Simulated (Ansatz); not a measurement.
NaCl, DFT, PBEsol, all-electron LAPW, scalar-relativistic (Ansatz 0.2.0), run on 1 thread of Arm Neoverse V1 on a shared host.

The geometry is COD entry 2104025, unchecked; take it as a test cell. The listed cell was then made from it by scaling, straining or moving an atom.

Command: `ansatz run input.yaml --threads 1 --pin off --max-ram 3072MiB --backend cpu --events-out ev --progress --plain --runs-dir out`

```yaml
crystal:
  lattice:
    - [2.8789409493, 0.0, 0.0]
    - [0.0, 2.8789409493, 0.0]
    - [0.0, 0.0, 2.8789409493]
  atoms:
    - { symbol: Na, position: [0.0, 0.0, 0.0] }
    - { symbol: Cl, position: [0.5, 0.5, 0.5] }
kpoints:
  mp_grid: { grid: [8, 8, 8] }
  band_path:
    path:
      - [0.0, 0.0, 0.0]
      - [0.0, 0.5, 0.0]
      - [0.5, 0.5, 0.0]
      - [0.0, 0.0, 0.0]
      - [0.5, 0.5, 0.5]
      - [0.0, 0.5, 0.0]
      - [0.5, 0.5, 0.5]
      - [0.5, 0.5, 0.0]
    npoints: 5
scf:
  occupations: { method: fermi_dirac, width: 0.02 }
hamiltonian:
  xc: pbesol
  pseudopotentials: { kind: all_electron, lapw: { basis_error: 0.00025 } }
output:
  forces: true
  stress: true
  eigenvalues: true
```

**Question.** How large is the problem that the program sets up?

**Answer.** 35 irreducible k-points, 203 plane waves at Γ, 16 bands.

**Question.** About how long does it take, and how much memory does it use?

**Answer.** 5.7 s of wall time for 6 SCF iterations, with a peak of 0.26 GiB. Times on shared machines scatter by tens of per cent.
